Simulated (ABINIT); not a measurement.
**Beyond one shot: AlAs (F-43m)**

Wanted: G0W0 and self-consistent gaps of AlAs (F-43m), with the cost of the cycles.

Program: ABINIT 10.8.3. Level of theory: PBE and many-body steps on it, plane waves. Results are calculated unless marked as measured.

**The experiments to reproduce.**

- Gap 3.018 eV: lowest direct gap at Gamma; earlier measurement quoted from literature, technique not stated; 300 K; bulk crystal (pure AlAs, literature value used as model input) (quoted in “Simultaneous Measurement of Mid-Infrared Refractive Indices in Thin-Film Heterostructures: Methodology and Results for GaAs/AlGaAs”, 2023, arxiv:2301.08293).

**1. The structure**

The structure is cubic, space group F-43m (No. 216). Conventional cell: a = 5.661 Å, b = 5.661 Å, c = 5.661 Å, α = 90.00°, β = 90.00°, γ = 90.00°. Al has 4 As at 2.45 Å nearest. Nearest to As lie 4 Al at 2.45 Å. Farther neighbours are not listed.

The cell and positions come from the Crystallography Open Database and are kept as given unless a step says otherwise.

**2. Empty states on the mesh, 4×4×4 mesh, 357 bands**

This step: ABINIT 10.8.3; DFT, PBE, plane waves, norm-conserving pseudopotentials.

The sums over transitions need many empty states on a uniform mesh; this step solves for them.

The input, run.abi:

```
acell 3*1.0 Angstrom
rprim 
  0.000000000000 2.830400000000 2.830400000000
  2.830400000000 0.000000000000 2.830400000000
  2.830400000000 2.830400000000 -0.000000000000
ntypat 2
znucl 13 33
natom 2
typat 1 2
xred 
  0.000000000000 0.000000000000 0.000000000000
  0.250000000000 0.250000000000 0.250000000000
pp_dirpath "pseudos"
pseudos "Al.upf, As.upf"
ecut 44
ngkpt 4 4 4
nshiftk 1
shiftk 0 0 0
kptopt 1
chksymbreak 0
irdden 1
istwfk *1
nband 357
prtvol 0
optdriver 6
gwr_task "HDIAGO"
paral_kgb 0
occopt 1
indata_prefix "in"
outdata_prefix "out"
tmpdata_prefix "tmp"
```

Launch:

```bash
$ OMP_NUM_THREADS=1 mpirun -n 8 abinit run.abi > log
```

What it wrote:

```text
.Version 10.8.3 of ABINIT. v10.8.2 released Aug 2026.

 Symmetries : space group F-4 3 m (#216); Bravais cF (face-center cubic)
[... echo of the input left out ...]
== DATASET  1 ==================================================================
-   mpi_nproc: 8, omp_nthreads: 1 (-1 if OMP is not activated)

--- !DatasetInfo
iteration_state: {dtset: 1, }
dimensions: {natom: 2, nkpt: 8, mband: 357, nsppol: 1, nspinor: 1, nspden: 1, mpw: 4314, }
cutoff_energies: {ecut:  44.0, pawecutdg:  -1.0, }
[...]
Indirect band gap semiconductor
 Fundamental gap:     1.436 (eV)
   VBM:     4.434 (eV) at k: [ 0.0000E+00,  0.0000E+00,  0.0000E+00]
   CBM:     5.870 (eV) at k: [ 5.0000E-01,  5.0000E-01,  0.0000E+00]
 Direct gap:         2.044 (eV) at k: [ 0.0000E+00,  0.0000E+00,  0.0000E+00]

== END DATASET(S) ==============================================================
================================================================================

 -outvars: echo values of variables after computation  --------
           etotal      0.0000000000E+00
            nband         357
             nkpt           8
          spgroup         216
 [... the other variables as echoed above ...]

 Calculation completed.
```

Elapsed: 65 s, on 8 MPI ranks of Arm Neoverse V1, shared host; peak memory 8.3 GiB; 8.6 min of CPU time.

Numbers from this step:

```
gap                                                           : 1.436 eV
k of the valence top                                          : 0, 0, 0
k of the conduction bottom                                    : 0.5, 0.5, 0
least direct gap                                              : 2.044 eV
k points computed                                             : 8
lowest point of the top converged band, above the valence top : 207.7780 eV
```

On this mesh the gap is 1.436 eV.

The density comes from a self-consistent run that is not shown.

**3. Screening, 4×4×4 mesh, 349 bands, screening to 359.2 eV**

The RPA dielectric matrix is built and inverted for each q.

This step: RPA screening on PBE, plane waves, norm-conserving pseudopotentials.

Changes to run.abi since step 2:

```diff
@@ -20,10 +20,11 @@
 chksymbreak 0
-irdden 1
 istwfk *1
-nband 357
-prtvol 0
-optdriver 6
-gwr_task "HDIAGO"
-paral_kgb 0
 occopt 1
+irdwfk 1
+optdriver 3
+nband 349
+ecuteps 13.2
+inclvkb 2
+awtr 1
+symchi 1
 indata_prefix "in"
```

What it wrote:

```text
.Version 10.8.3 of ABINIT. v10.8.2 released Aug 2026.

 Symmetries : space group F-4 3 m (#216); Bravais cF (face-center cubic)
[... echo of the input left out ...]
== DATASET  1 ==================================================================
-   mpi_nproc: 8, omp_nthreads: 1 (-1 if OMP is not activated)

--- !DatasetInfo
iteration_state: {dtset: 1, }
dimensions: {natom: 2, nkpt: 8, mband: 349, nsppol: 1, nspinor: 1, nspden: 1, mpw: 4314, }
cutoff_energies: {ecut:  44.0, pawecutdg:  -1.0, }
electrons: {nelect:   2.60000000E+01, charge:   0.00000000E+00, occopt:   1.00000000E+00, tsmear:   1.00000000E-02, }

 SCREENING: Calculation of the susceptibility and dielectric matrices

 Based on a program developped by R.W. Godby, V. Olevano, G. Onida, and L. Reining.
 Incorporated in ABINIT by V. Olevano, G.-M. Rignanese, and M. Torrent.
.Using double precision arithmetic ; gwpc =  8

[... cell and pseudopotentials left out ...]
--------------------------------------------------------------------------------

 ==== K-mesh for the wavefunctions ====
 Number of points in the irreducible wedge :     8
[... list of points left out ...]
 Together with 24 symmetry operations and time-reversal symmetry
 yields    64 points in the full Brillouin Zone.

 ==== Q-mesh for the screening function ====
 Number of points in the irreducible wedge :     8
[... list of points left out ...]
 Together with 24 symmetry operations and time-reversal symmetry
 yields    64 points in the full Brillouin Zone.

 setmesh: FFT mesh size selected  =    36x   36x   36
          total number of points  =        46656

 vcoul_init : cutoff-mode = AUXILIARY_FUNCTION
 q-points for optical limit:   1
     1)      0.000010    0.000020    0.000030

- screening: taking advantage of time-reversal symmetry
- Maximum band index for partially occupied states nbvw = 13
- Remaining bands to be divided among processors   nbcw = 336
- Number of bands treated by each node ~42

 Number of electrons calculated from density =   26.0000; Expected =   26.0000
 average of density, n =  0.084958
 r_s =    1.4111
 omega_plasma =   28.1162 [eV]

 calculating chi0 at frequencies [eV] :
  1    0.000000E+00    0.000000E+00
  2    0.000000E+00    2.811624E+01

--------------------------------------------------------------------------------
  q-point number  1        q = ( 0.000000, 0.000000, 0.000000) [r.l.u.]
--------------------------------------------------------------------------------
[... chi0 elements left out ...]
 For q-point:  0.000010 0.000020 0.000030
  dielectric constant =  14.2280
  dielectric constant without local fields =  15.9639

  Average fulfillment of the sum rule on Im[epsilon] for q-point    1 :     73.02  [%]
[... wings left out ...]
  q-point number  2        q = ( 0.250000, 0.000000, 0.000000) [r.l.u.]
--------------------------------------------------------------------------------
[... chi0 elements left out ...]
  Average fulfillment of the sum rule on Im[epsilon] for q-point    2 :     79.52  [%]

 [... 6 further q-points ...]
```

Wall time 4.3 min (8 MPI ranks); peak memory 3.8 GiB.

This step gave:

- ε∞ with local fields, on this mesh, along the program's q direction: 14.23
- the same without local fields: 15.96
- plasma frequency: 28.12 eV
- plane waves in the screening matrix: 725

Local fields lower ε∞ by 11 %. On a Γ-centred mesh this coarse the value itself is usually too large, while a short band sum pulls it down.

**4. G0W0**

The self-energy is evaluated for the states that the input lists, and the levels follow from it, in one-shot runs by the linearised quasiparticle equation.

This step: G0W0 on PBE, plane waves, norm-conserving pseudopotentials.

Changes to run.abi since step 3:

```diff
@@ -23,8 +23,19 @@
 irdwfk 1
-optdriver 3
+optdriver 4
 nband 349
+gwcalctyp 0
+ecutsigx 44
+symsigma 1
+nkptgw 3
+kptgw 
+  0.0000000000 0.0000000000 0.0000000000
+  0.5000000000 0.5000000000 0.0000000000
+  0.5000000000 0.0000000000 0.0000000000
+bdgw 
+  11 17
+  12 15
+  12 16
 ecuteps 13.2
-inclvkb 2
-awtr 1
-symchi 1
+irdscr 1
+ppmodel 1
 indata_prefix "in"
```

What it wrote:

```text
.Version 10.8.3 of ABINIT. v10.8.2 released Aug 2026.

 Symmetries : space group F-4 3 m (#216); Bravais cF (face-center cubic)
[... echo of the input left out ...]
== DATASET  1 ==================================================================
-   mpi_nproc: 8, omp_nthreads: 1 (-1 if OMP is not activated)

--- !DatasetInfo
iteration_state: {dtset: 1, }
dimensions: {natom: 2, nkpt: 8, mband: 349, nsppol: 1, nspinor: 1, nspden: 1, mpw: 4314, }
cutoff_energies: {ecut:  44.0, pawecutdg:  -1.0, }
electrons: {nelect:   2.60000000E+01, charge:   0.00000000E+00, occopt:   1.00000000E+00, tsmear:   1.00000000E-02, }

 SIGMA: Calculation of the GW corrections

 Based on a program developped by R.W. Godby, V. Olevano, G. Onida, and L. Reining.
 Incorporated in ABINIT by V. Olevano, G.-M. Rignanese, and M. Torrent.
.Using double precision arithmetic ; gwpc =  8

[... cell and pseudopotentials left out ...]
--------------------------------------------------------------------------------

 ==== K-mesh for the wavefunctions ====
 Number of points in the irreducible wedge :     8
[... list of points left out ...]
 Together with 24 symmetry operations and time-reversal symmetry
 yields    64 points in the full Brillouin Zone.

 ==== Q-mesh for screening function ====
 Number of points in the irreducible wedge :     8
[... list of points left out ...]
 Together with 24 symmetry operations and time-reversal symmetry
 yields    64 points in the full Brillouin Zone.

 vcoul_init : cutoff-mode = AUXILIARY_FUNCTION
 q-points for optical limit:   1
     1)      0.000010    0.000020    0.000030
 setmesh: FFT mesh size selected  =    45x   45x   45
          total number of points  =        91125

 Number of electrons calculated from density =   26.0000; Expected =   26.0000
 average of density, n =  0.084958
 r_s =    1.4111
 omega_plasma =   28.1162 [eV]

 === KS Band Gaps ===
  >>>> For spin  1
   Minimum direct gap =   2.0442 [eV], located at k-point      :   0.0000  0.0000  0.0000
   Fundamental gap    =   1.4358 [eV], Top of valence bands at :   0.0000  0.0000  0.0000
                                       Bottom of conduction at :   0.5000  0.5000  0.0000
 SIGMA fundamental parameters:
 PLASMON POLE MODEL  1
 number of plane-waves for SigmaX                 4279
 number of plane-waves for SigmaC and W            725
 number of plane-waves for wavefunctions          4279
 number of bands                                   349
 number of independent spin polarizations            1
 number of spinorial components                      1
 number of k-points in IBZ                           8
 number of q-points in IBZ                           8
 number of symmetry operations                      24
 number of k-points in BZ                           64
 number of q-points in BZ                           64
 number of frequencies for dSigma/dE                 9
 frequency step for dSigma/dE [eV]                0.25
 number of omega for Sigma on real axis              0
 max omega for Sigma on real axis  [eV]           0.00
 zcut for avoiding poles [eV]                     0.10

 EPSILON^-1 parameters (SCR file):
 dimension of the eps^-1 matrix on file            725
 dimension of the eps^-1 matrix used               725
 number of plane-waves for wavefunctions          4279
 number of bands                                   349
 number of q-points in IBZ                           8
 number of frequencies                               2
 number of real frequencies                          1
 number of imag frequencies                          1

 matrix elements of self-energy operator (all in [eV])

 Perturbative Calculation

--- !SelfEnergy_ee
iteration_state: {dtset: 1, }
kpoint     : [   0.000,    0.000,    0.000, ]
spin       : 1
KS_gap     :    2.044
QP_gap     :    2.811
Delta_QP_KS:    0.767
data: !SigmaeeData |
     Band     E0 <VxcDFT>   SigX SigC(E0)      Z dSigC/dE  Sig(E)    E-E0       E
       11   4.434 -13.057 -14.997   0.989   0.786  -0.272 -13.804  -0.747   3.687
       12   4.434 -13.057 -14.997   0.989   0.786  -0.272 -13.804  -0.747   3.687
       13   4.434 -13.057 -14.997   0.989   0.786  -0.272 -13.804  -0.747   3.687
       14   6.478 -11.857  -7.665  -4.168   0.794  -0.260 -11.838   0.019   6.497
       15   8.727  -9.563  -5.073  -4.486   0.788  -0.269  -9.560   0.004   8.730
       16   8.727  -9.563  -5.073  -4.486   0.788  -0.269  -9.560   0.004   8.730
[...]
--- !SelfEnergy_ee
iteration_state: {dtset: 1, }
kpoint     : [   0.500,    0.500,    0.000, ]
spin       : 1
KS_gap     :    3.609
QP_gap     :    4.375
Delta_QP_KS:    0.766
data: !SigmaeeData |
     Band     E0 <VxcDFT>   SigX SigC(E0)      Z dSigC/dE  Sig(E)    E-E0       E
[...]
--- !SelfEnergy_ee
iteration_state: {dtset: 1, }
kpoint     : [   0.500,    0.000,    0.000, ]
spin       : 1
KS_gap     :    2.966
QP_gap     :    3.764
Delta_QP_KS:    0.798
data: !SigmaeeData |
     Band     E0 <VxcDFT>   SigX SigC(E0)      Z dSigC/dE  Sig(E)    E-E0       E
[...]
14   6.575 -10.258  -6.228  -4.051   0.796  -0.257 -10.275  -0.017   6.558
       15   9.120  -9.293  -4.710  -4.536   0.790  -0.265  -9.257   0.036   9.156
       16   9.120  -9.293  -4.710  -4.536   0.790  -0.265  -9.257   0.036   9.157

== END DATASET(S) ==============================================================
================================================================================

 -outvars: echo values of variables after computation  --------
           etotal      0.0000000000E+00
            nband         349
             nkpt           8
          spgroup         216
 [... the other variables as echoed above ...]

 Calculation completed.
```

Elapsed: 3.1 min, on 8 MPI ranks; peak memory 5.1 GiB; 25 min of CPU time.

Numbers from this step:

```
G0W0 gap on the points computed              : 2.040 eV
starting gap on the mesh                     : 1.436 eV
k of the valence top                         : 0, 0, 0
k of the conduction bottom                   : 0.5, 0.5, 0
Z at the valence top                         : 0.786
Z at the conduction bottom                   : 0.803
least direct G0W0 gap on the computed points : 2.81 eV
```

The gap on the mesh goes from 1.44 eV to 2.04 eV, a correction of +0.60 eV.

**5. evGW0, cycle 1**

This step: evGW0 on PBE, plane waves, norm-conserving pseudopotentials.

Changes to run.abi since step 4:

```diff
@@ -25,14 +25,24 @@
 nband 349
-gwcalctyp 0
+gwcalctyp 10
 ecutsigx 44
 symsigma 1
-nkptgw 3
+nkptgw 8
 kptgw 
   0.0000000000 0.0000000000 0.0000000000
+  0.2500000000 0.0000000000 0.0000000000
+  0.5000000000 0.0000000000 0.0000000000
+  0.2500000000 0.2500000000 0.0000000000
+  0.5000000000 0.2500000000 0.0000000000
+  -0.2500000000 0.2500000000 0.0000000000
   0.5000000000 0.5000000000 0.0000000000
-  0.5000000000 0.0000000000 0.0000000000
+  -0.2500000000 0.5000000000 0.2500000000
 bdgw 
   11 17
-  12 15
-  12 16
+  11 17
+  11 17
+  11 17
+  11 17
+  11 17
+  11 17
+  11 17
 ecuteps 13.2
```

What it wrote:

```text
.Version 10.8.3 of ABINIT. v10.8.2 released Aug 2026.

 Symmetries : space group F-4 3 m (#216); Bravais cF (face-center cubic)
[... echo of the input left out ...]
== DATASET  1 ==================================================================
-   mpi_nproc: 8, omp_nthreads: 1 (-1 if OMP is not activated)

--- !DatasetInfo
iteration_state: {dtset: 1, }
dimensions: {natom: 2, nkpt: 8, mband: 349, nsppol: 1, nspinor: 1, nspden: 1, mpw: 4314, }
cutoff_energies: {ecut:  44.0, pawecutdg:  -1.0, }
electrons: {nelect:   2.60000000E+01, charge:   0.00000000E+00, occopt:   1.00000000E+00, tsmear:   1.00000000E-02, }

 SIGMA: Calculation of the GW corrections

 Based on a program developped by R.W. Godby, V. Olevano, G. Onida, and L. Reining.
 Incorporated in ABINIT by V. Olevano, G.-M. Rignanese, and M. Torrent.
.Using double precision arithmetic ; gwpc =  8

[... cell and pseudopotentials left out ...]
--------------------------------------------------------------------------------

 ==== K-mesh for the wavefunctions ====
 Number of points in the irreducible wedge :     8
[... list of points left out ...]
 Together with 24 symmetry operations and time-reversal symmetry
 yields    64 points in the full Brillouin Zone.

 ==== Q-mesh for screening function ====
 Number of points in the irreducible wedge :     8
[... list of points left out ...]
 Together with 24 symmetry operations and time-reversal symmetry
 yields    64 points in the full Brillouin Zone.

 vcoul_init : cutoff-mode = AUXILIARY_FUNCTION
 q-points for optical limit:   1
     1)      0.000010    0.000020    0.000030
 setmesh: FFT mesh size selected  =    45x   45x   45
          total number of points  =        91125

 Number of electrons calculated from density =   26.0000; Expected =   26.0000
[...]
spin       : 1
KS_gap     :    3.609
QP_gap     :    4.375
Delta_QP_KS:    0.766
data: !SigmaeeData |
     Band     E_DFT   <VxcDFT>   E(N-1)  <Hhartree>   SigX  SigC[E(N-1)]    Z     dSigC/dE  Sig[E(N)]  DeltaE  E(N)_pert E(N)_diago
[...]
--- !SelfEnergy_ee
iteration_state: {dtset: 1, }
kpoint     : [  -0.250,    0.500,    0.250, ]
spin       : 1
KS_gap     :    7.154
QP_gap     :    8.020
Delta_QP_KS:    0.865
data: !SigmaeeData |
     Band     E_DFT   <VxcDFT>   E(N-1)  <Hhartree>   SigX  SigC[E(N-1)]    Z     dSigC/dE  Sig[E(N)]  DeltaE  E(N)_pert E(N)_diago
[...]
16    10.139    -9.570    10.139    19.709    -4.530    -5.043     0.783    -0.277    -9.573    -0.003    10.136    10.288
       17    10.504    -9.153    10.504    19.658    -4.517    -4.675     0.788    -0.269    -9.184    -0.030    10.474    10.466

 New Fermi energy :        1.685979E-01 Ha ,    4.587781E+00 eV

 === QP Band Gaps ===
  >>>> For spin  1
   Minimum direct gap =   3.0192 [eV], located at k-point      :   0.0000  0.0000  0.0000
   Fundamental gap    =   2.2096 [eV], Top of valence bands at :   0.0000  0.0000  0.0000
                                       Bottom of conduction at :   0.5000  0.5000  0.0000

 writing QP data on file : out_QPS

 Convergence of QP corrections
 >>>>> For spin  1 <<<<<
.  kptgw no:  1; Maximum DeltaE = ( -11.653   0.003) for band index:  3
.  kptgw no:  2; Maximum DeltaE = (  -9.573  -0.002) for band index:  1
.  kptgw no:  3; Maximum DeltaE = (   0.004   0.000) for band index:  1
[...]
.  kptgw no:  7; Maximum DeltaE = (   0.060  -0.000) for band index:  1
.  kptgw no:  8; Maximum DeltaE = (  -0.029   0.000) for band index:  1

== END DATASET(S) ==============================================================
================================================================================

 -outvars: echo values of variables after computation  --------
           etotal      0.0000000000E+00
            nband         349
             nkpt           8
          spgroup         216
 [... the other variables as echoed above ...]

 Calculation completed.
```

It took 19 min on 8 MPI ranks; peak memory 5.6 GiB.

Numbers from this step:

```
quasiparticle gap on the mesh                         : 2.210 eV
gap of the density functional on the mesh             : 1.436 eV
k of the valence top                                  : 0, 0, 0
k of the conduction bottom                            : 0.5, 0.5, 0
Z at the valence top                                  : 0.786
Z at the conduction bottom                            : 0.803
least direct quasiparticle gap on the computed points : 3.019 eV
```

Against G0W0 in ABINIT (4×4×4 mesh, 349 bands, screening to 359.2 eV, Godby-Needs plasmon pole), the gap moves by +0.170 eV. This first cycle still uses the starting levels; it takes the full correction, at all points of the mesh, and its linearised value is 2.040 eV.

**6. evGW0, cycle 2**

The corrected levels of the last cycle go back in.

Changes to run.abi since step 5:

```diff
@@ -50,2 +50,3 @@
 ppmodel 1
+irdqps 1
 indata_prefix "in"
```

What it wrote:

```text
.Version 10.8.3 of ABINIT. v10.8.2 released Aug 2026.

 Symmetries : space group F-4 3 m (#216); Bravais cF (face-center cubic)
[... echo of the input left out ...]
== DATASET  1 ==================================================================
-   mpi_nproc: 8, omp_nthreads: 1 (-1 if OMP is not activated)

--- !DatasetInfo
iteration_state: {dtset: 1, }
dimensions: {natom: 2, nkpt: 8, mband: 349, nsppol: 1, nspinor: 1, nspden: 1, mpw: 4314, }
cutoff_energies: {ecut:  44.0, pawecutdg:  -1.0, }
[...]
.  kptgw no:  3; Maximum DeltaE = (  -0.026  -0.000) for band index:  1
[...]
.  kptgw no:  7; Maximum DeltaE = (  -0.031   0.000) for band index:  1
.  kptgw no:  8; Maximum DeltaE = (  -0.014   0.000) for band index:  1

== END DATASET(S) ==============================================================
================================================================================

 -outvars: echo values of variables after computation  --------
           etotal      0.0000000000E+00
            nband         349
             nkpt           8
          spgroup         216
 [... the other variables as echoed above ...]

 Calculation completed.
```

Run time: 19 min. Hardware: 8 MPI ranks; peak memory 5.6 GiB; 2.6 h of CPU time.

Numbers from this step:

| Property | Result |
| --- | --- |
| quasiparticle gap on the mesh | 2.13 eV |
| gap of the density functional on the mesh | 1.436 eV |
| k of the valence top | 0, 0, 0 |
| k of the conduction bottom | 0.5, 0.5, 0 |
| least direct quasiparticle gap on the computed points | 2.91 eV |

Against the cycle before, the gap moves by −0.080 eV.

(Part 1 of 2 ends here.)

[Paths, hosts, dates, memory and timing lines, banners, echoed tables and standing remarks are left out of the program output.]

[Logs are printed without paths, hosts, clocks, repeated set-up lines and the standing remarks that a program may print on its own settings, such as how far it seeks lower states.]

[Runs of the session that timed out or met a known fault of the program may be left out.]

[Hosts, paths, dates, database ids (printed as entryN), source tags and the programs' standing remarks are cut or masked in the printed files.]

[G0W0 gaps are taken among the corrected bands and points alone; a level outside them can change the order at an edge.]

[Where Ansatz stands beside ABINIT at settings called matched, ABINIT's density can come from a denser mesh and the files from another edition; pairs whose starting gaps differed by over 0.03 eV were left out, so agreement reads better than it is.]
